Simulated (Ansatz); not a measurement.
Cold compression of SnSe (CsCl type)

```
Sn Se
1.0
     3.68050    0.00000    0.00000
     0.00000    3.68050    0.00000
     0.00000    0.00000    3.68050
Sn Se
1 1
Direct
  0.00000 0.00000 0.00000
  0.50000 0.50000 0.50000
```

The cell comes from a relaxation on PAW files under the same functional, begun from a prototype that needn't be the stable phase.

Its volume is scaled at fixed shape and fractional positions.

Computed with Ansatz 0.2.0; functional PBE, scalar-relativistic. Settings: a Γ-centred 14×14×14 k mesh, Fermi–Dirac smearing of 0.08 eV, no spin polarisation. Methods: LAPW: all electrons, basis error target 1 meV/atom; PAW: frozen-core files, cutoff 420 eV; crystal datasets: all electrons, by PAW datasets that the program makes for each cell; norm-conserving: pseudopotentials, cutoff 1170 eV; PAW (partial waves polarizable): frozen-core files, cutoff 420 eV.

Energies are extrapolated to zero smearing and count from the unscaled cell; pressure is positive in compression; gaps take the mesh and a band path. No temperature or zero-point motion is included.

Spin–orbit coupling is left out, which matters for the heavy atoms.

| V/V0 | V (Å³/atom) | P LAPW (GPa) | ΔE LAPW (eV/atom) | P PAW − LAPW (GPa) | ΔE PAW − LAPW (meV/atom) |
| --- | --- | --- | --- | --- | --- |
| 1.00 | 24.93 | -0.01 | 0.000 | 0.01 | 0.0 |
| 0.94 | 23.43 | 3.37 | 0.015 | 0.01 | 0.1 |
| 0.88 | 21.94 | 8.01 | 0.067 | 0.01 | 0.2 |
| 0.80 | 19.94 | 17.67 | 0.221 | 0.02 | 0.4 |
| 0.72 | 17.95 | ? | 0.530 | 0.04 | 0.8 |
| 0.64 | 15.95 | 59.9 | 1.095 | 0.07 | 1.6 |
| 0.55 | 13.71 | 115.7 | 2.279 | 0.10 | 2.8 |

Task: Fill in "P LAPW (GPa)" for the row "0.72".

Result: 33.4.

Task: Fit the Vinet equation to the LAPW pressures over the whole range, with residuals weighted by 1/(|P| + 0.03·Pmax).

Result: V0 = 24.93 Å³/atom, B0 = 45 GPa and B0′ = 5.23, and the fit misses no point by more than 1.3 GPa. A fit over so wide a range pins B0 less well than one near rest.

Task: From the table, what is the rise of the enthalpy H = E + pV up to the last row, and how stiff is the crystal between the last two rows?

Result: ΔH = 2.279 eV + (115.7 GPa × 13.71 Å³ + 0.01 GPa × 24.93 Å³) × 0.006242 eV/(GPa·Å³) = 12.19 eV/atom, of which pV makes 81 %. The mean bulk modulus there is −ΔP/Δln V = 368 GPa.

Task: At the smallest volume, how far do crystal datasets and norm-conserving and PAW (partial waves polarizable) lie from LAPW in pressure?

Result: crystal datasets: 0.00 GPa; norm-conserving: +0.06 GPa; PAW (partial waves polarizable): +0.10 GPa, on a LAPW pressure of 115.7 GPa.

Task: How do the Löwdin populations by LAPW change from the unscaled cell to the last row?

Result: Sn 5s 1.88 → 1.54, Sn 5p 1.80 → 2.32, Se 4s 1.88 → 1.71, Se 4p 4.39 → 4.30 electrons an atom. These are projections on the shells that the free atoms fill; 0.07 e a cell lies outside them at the start and 0.17 e at the end.
